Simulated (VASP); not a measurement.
A run of VASP 6.6.1:

Contents of INCAR:

```
SYSTEM = FeS2
ALGO = Normal
AMIX = 0.2
AMIX_MAG = 0.8
BMIX = 1E-4
BMIX_MAG = 1E-4
EDIFF = 1E-6
ENCUT = 600
GGA = PE
ISIF = 2
ISMEAR = 0
ISPIN = 2
KPAR = 4
LASPH = .TRUE.
LCHARG = .FALSE.
LMAXMIX = 4
LORBIT = 11
LREAL = .FALSE.
LWAVE = .FALSE.
MAGMOM = 4 4 4 -4 0 0 0 0 0 0 0 0
NBANDS = 56
NELM = 150
PREC = Accurate
SIGMA = 0.03
```

Contents of KPOINTS:

```
k-points
0
G
  6 6 6
  0 0 0
```

File POSCAR:

```
FeS2
1.0
    5.4178000000      0.0000000000      0.0000000000
    0.0000000000      5.4178000000      0.0000000000
    0.0000000000      0.0000000000      5.4178000000
Fe S
4 8
Direct
    0.0000000000      0.0000000000      0.0000000000
    0.5000000000      0.0000000000      0.5000000000
    0.5000000000      0.5000000000      0.0000000000
    0.0000000000      0.5000000000      0.5000000000
    0.3848200000      0.3848200000      0.3848200000
    0.1151800000      0.6151800000      0.8848200000
    0.8848200000      0.1151800000      0.6151800000
    0.6151800000      0.8848200000      0.1151800000
    0.6151800000      0.6151800000      0.6151800000
    0.8848200000      0.3848200000      0.1151800000
    0.1151800000      0.8848200000      0.3848200000
    0.3848200000      0.1151800000      0.8848200000
```

Potentials or basis: VASP PAW PBE potentials, release 64 (Fe, S).

Command:

```console
$ cat potpaw_PBE.64/Fe/POTCAR potpaw_PBE.64/S/POTCAR > POTCAR
$ mpirun -np 4 vasp_std > vasp.out
```

Hardware: 4 MPI ranks on Intel(R) Xeon(R) Platinum 8175M CPU @ 2.50GHz (Skylake/Cascade Lake), on a shared host.

Q: How long does it take, and how much memory?

A: Run time: 6.9 min on 4 MPI ranks on Intel(R) Xeon(R) Platinum 8175M CPU @ 2.50GHz (Skylake/Cascade Lake) (shared host), peak memory 0.79 GiB a rank. Counts: scf iterations 19, k points 40.
